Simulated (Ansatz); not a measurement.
CaF2 (fluorite)

```
CaF2
1.0
    0.00000     5.51096     5.51096
    2.75548     0.00000     2.75548
    2.75548     2.75548     0.00000
Ca F
2 4
Direct
  0.00000   0.00000   0.00000
  0.50000   0.00000   0.00000
  0.12500   0.25000   0.25000
  0.62500   0.25000   0.25000
  0.37500   0.75000   0.75000
  0.87500   0.75000   0.75000
```

The atoms are displaced by Q × the pattern below (from a DFPT mode at L = (0.5, 0.0, 0.0), largest move 1; Q in Å), at fixed cell. (q is in reciprocal vectors of the primitive cell; the cell shown is doubled to hold the pattern.)

```
atom       x       y       z
----  ------  ------  ------
Ca1    0.577  -0.577  -0.577
Ca2   -0.577   0.577   0.577
F3    -0.524   0.524   0.524
F4     0.524  -0.524  -0.524
F5     0.524  -0.524  -0.524
F6    -0.524   0.524   0.524
```

Calculation: PBE (plane waves to 420 eV, PAW, scalar-relativistic; Ansatz, a program for electronic structure). k mesh 5×10×10 (Γ-centred), Fermi-Dirac smearing 0.05 eV. Energies are smeared free energies. Stress and pressure are positive under compression. CaF2 was relaxed with its symmetry unable to fall. The zero of ΔE is the undisplaced structure.

| Q (Å) | ΔE (meV/cell) | P (GPa) | −dE/dQ from forces (eV/Å) |
|---|---|---|---|
| -0.100 | 296.6 | 0.24 | 5.891 |
| -0.083 | 206.4 | 0.17 | 4.930 |
| -0.067 | 132.4 | 0.11 | 3.958 |
| -0.050 | 74.5 | 0.06 | 2.977 |
| -0.033 | 33.2 | 0.03 | 1.988 |
| -0.017 | 8.3 | 0.01 | 0.996 |
| 0.000 | 0.0 | 0.00 | 0.000 |
| 0.017 | 8.3 | 0.01 | -0.996 |
| 0.033 | 33.2 | 0.03 | -1.988 |
| 0.050 | 74.5 | 0.06 | -2.977 |
| 0.067 | 132.4 | 0.11 | -3.958 |
| 0.083 | 206.4 | 0.17 | -4.930 |
| 0.100 | 296.6 | 0.24 | -5.891 |

What the scan shows:

The energy at Q = 0.100 Å is 296.6 meV/cell. Space group of the distorted cell: R-3m (No. 166), lowered from Fm-3m. Symmetry of the curve: even: the same for both signs. Shape of the curve: a single well with its minimum at or next to zero displacement. Harmonic wavenumber from the curvature (finite differences): 337 cm⁻¹. Wavenumber by perturbation theory (DFPT, on another k mesh): 337 cm⁻¹.

(For displaced atoms, the force is minus the slope of the energy, and its curvature is a force constant, which sets phonon frequencies.)
